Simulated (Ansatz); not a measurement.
BaF₂ in the fluorite structure (r2SCAN geometry), in Ansatz:

Space group Fm-3m (No. 225). a = 6.194 Å, b = 6.194 Å, c = 6.194 Å, α = 90.00°, β = 90.00°, γ = 90.00°

| atom | site | symmetry | x | y | z |
| --- | --- | --- | --- | --- | --- |
| Ba | 4a | m-3m | 0.0000 | 0.0000 | 0.0000 |
| F | 8c | -43m | 0.2500 | 0.7500 | 0.7500 |

G0W0@PBE with 223 empty bands, a screening cutoff of 140 eV and a 4×4×4 mesh (PAW, contour deformation) gives 9.518 eV over the mesh points, from a PBE gap of 6.842 eV; it sums over 235 bands with 229 plane waves in the screening and a wave cutoff of 420 eV. G0W0 values are finite-basis, finite-mesh values. Calculated for a static, non-magnetic cell.

Question: Estimate the gap with mesh 6×6×6, empty bands 96, screening cutoff 80 eV.

Answer: 9.472 eV (-0.046 eV), from a Kohn-Sham gap of 6.864 eV.

Question: Estimate the gap with starting point r2SCAN.

Answer: 9.778 eV (+0.260 eV), from a Kohn-Sham gap of 7.414 eV.

The runs are scalar-relativistic, without spin-orbit coupling.
